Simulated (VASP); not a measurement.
A run of VASP 6.6.1:

The input INCAR:

```
SYSTEM = Sc
  PREC = Accurate
  ENCUT = 550
  EDIFF = 1E-6
  ISMEAR = 0
  SIGMA = 0.02
  LREAL = .False.
  LASPH = .True.
  NELM = 80
  ALGO = Fast
  ISIF = 2
  LWAVE = .False.
  LCHARG = .False.
  GGA = PE
  NBANDS = 12
```

KPOINTS

```
regular mesh
0
Gamma
  10 10 10
  0 0 0
```

The input POSCAR:

```
Sc
3.2096
   -0.597334710213      0.597334710213      0.535145500997
    0.597334710213     -0.597334710213      0.535145500997
    0.597334710213      0.597334710213     -0.535145500997
Sc
1
Direct
    0.0000000000      0.0000000000      0.0000000000
```

Potentials or basis: VASP PAW PBE potentials, release 64 (Sc_sv_GW).

The run is started by

```bash
$ cat potpaw_PBE.64/Sc_sv_GW/POTCAR > POTCAR
$ mpirun -np 1 vasp_std > vasp.out
```

Hardware: 1 thread of Intel(R) Xeon(R) 6975P-C (Granite Rapids), on a shared host.

Estimate the wall time of this run.

Wall time 46 s on 1 thread of Intel(R) Xeon(R) 6975P-C (Granite Rapids), with other jobs on the host, peak memory 0.19 GiB. Counts: scf iterations 22, k points 102.
